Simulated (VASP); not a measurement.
Cl: single point with LDA

Cl:

```
CELL_PARAMETERS angstrom
7.82974 0.00000 0.00000
0.00000 7.82974 0.00000
0.00000 0.00000 7.82974
ATOMIC_POSITIONS crystal
Cl 0.18359 0.65937 0.71252
Cl 0.00218 0.48020 0.67242
Cl 0.30331 0.06759 0.54788
Cl 0.30599 0.09704 0.27703
Cl 0.58373 0.13896 0.94823
Cl 0.32510 0.11971 0.94548
Cl 0.81650 0.70551 0.09828
Cl 0.54606 0.69874 0.09564
Cl 0.64841 0.64840 0.55198
Cl 0.65803 0.37616 0.55556
Cl 0.18538 0.68208 0.10024
Cl 0.19775 0.68146 0.37191
Cl 0.66364 0.02452 0.54278
Cl 0.93501 0.03112 0.55429
Cl 0.89400 0.29903 0.24686
Cl 0.96275 0.29422 0.99904
```

The cell was built by a generator and needn't be a form met in nature.

```yaml
Program: VASP 6.6.1
Task: single point
Functional: LDA
Potentials_or_basis: VASP PAW LDA potentials, release 64 (Cl)
Cutoff: 520 eV
k_mesh: 1 × 1 × 1
Occupations: fermi-dirac, width 0.02 eV
Spin: no spin polarisation
```

| Property | Result |
| --- | --- |
| Pressure | -3.9 GPa |
| Largest force | 0.420 eV/Å |
| Band gap on the k mesh | 1.57 eV, direct |

Forces in eV/Å, atoms in the order of the input:
```
Cl  -0.123 -0.165 -0.044
Cl   0.065  0.107 -0.031
Cl   0.037  0.023  0.094
Cl  -0.081 -0.063 -0.087
Cl  -0.130  0.168 -0.061
Cl   0.264 -0.092  0.131
Cl  -0.158 -0.054 -0.065
Cl   0.142 -0.027 -0.050
Cl   0.032 -0.069 -0.040
Cl   0.013  0.268 -0.033
Cl  -0.025  0.052  0.074
Cl  -0.055  0.001 -0.206
Cl  -0.021  0.026  0.229
Cl   0.178  0.069  0.070
Cl   0.087  0.049 -0.182
Cl  -0.224 -0.293  0.202
```

Stress tensor (GPa, compression positive):
```
-5.22 -0.21 -0.17
-0.21 -2.84 -0.40
-0.17 -0.40 -3.77
```

Levels at points of the mesh, in eV from the valence-band top:
| k point | band 52 | band 53 | band 54 | band 55 | band 56 | band 57 | band 58 | band 59 | band 60 | band 61 |
| --- | --- | --- | --- | --- | --- | --- | --- | --- | --- | --- |
| (0.00, 0.00, 0.00) | -0.59 | -0.47 | -0.37 | -0.10 | 0.00 | 1.57 | 1.65 | 2.01 | 2.08 | 2.28 |

Run time: 46 s on 1 thread of Intel(R) Xeon(R) Platinum 8488C (Sapphire Rapids), with other jobs on the host, peak memory 0.32 GiB.

As with any semilocal functional, this LDA gap is likely too small.
